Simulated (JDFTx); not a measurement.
Tc:

```
Tc
1.0
     2.74000    0.00000    0.00000
    -1.37000    2.37291    0.00000
     0.00000    0.00000    4.39800
Tc
2
Direct
  0.66667 0.33333 0.75000
  0.33333 0.66667 0.25000
```

Program: JDFTx 1.7.0 (patched build). Alike in all runs: level PBE; cell as given; k mesh 9 × 9 × 5; cutoff (eV) 1143; smearing fermi-dirac 0.05 eV. Hardware: 1 thread of AMD EPYC 9R45 96-Core Processor (Zen 5), on a shared host.

Task: Order these runs on this cell by their wall time, lowest first.
A. task band structure; potentials or basis PseudoDojo-FR-PBE-0.4-standard with smoothed tails; spin SOC, no magnetisation; max SCF steps 30; SCF threshold on the energy 1e-06 Ha; solver of the electrons minimize; further solve for the empty bands no; band ratio of the Davidson solver 1.3
B. task band structure; potentials or basis PseudoDojo-SR-PBE-0.4.1-standard with smoothed tails; spin off; max SCF steps 30; SCF threshold on the energy 1e-06 Ha; solver of the electrons minimize; further solve for the empty bands no; band ratio of the Davidson solver 1.3
C. task single point; potentials or basis PseudoDojo-FR-PBE-0.4-standard with smoothed tails; spin SOC, no magnetisation; max SCF steps 100; SCF threshold on the energy 1e-08 Ha; solver of the electrons scf; further solve for the empty bands yes

Result: B (8.1 s), A (31 s), C (85 s).
